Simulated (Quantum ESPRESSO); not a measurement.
Crystal: Te2Mo.

```
Te Mo
1.0
     3.51820    0.00000    0.00000
    -1.75910    3.04685    0.00000
     0.00000    0.00000   13.97360
Te Mo
4 2
Direct
  0.66667 0.33333 0.37900
  0.33333 0.66667 0.87900
  0.66667 0.33333 0.12100
  0.33333 0.66667 0.62100
  0.66667 0.33333 0.75000
  0.33333 0.66667 0.25000
```

Base run:

| Quantity | Value |
| --- | --- |
| Program | Quantum ESPRESSO 7.5 |
| Functional | HCTH |
| Potentials or basis | PseudoDojo 0.4.1 SR PBE standard |
| Cutoff | 1088 eV |
| Density cutoff | 4354 eV |
| k mesh | 9 × 9 × 2 |
| Occupations | fermi-dirac, width 0.05 eV |
| Spin | no spin polarisation |

Its results: band gap on the k mesh 0.83 eV, indirect (least direct gap 1.03 eV); pressure 5.2 GPa; largest force 0.045 eV/Å.

**Question.** The run is repeated on the same cell with these changes: functional from HCTH to BP86. What comes out?

**Answer.** Band gap on the k mesh 0.77 eV, indirect (least direct gap 1.04 eV); pressure 4.4 GPa; largest force 0.252 eV/Å.

Caveats: the potentials were made for another functional, which shifts forces and pressure; spin-orbit coupling is left out, which moves the levels of the heavy elements.

A k mesh can miss the band edges.

Not every run made on this cell is shown here.
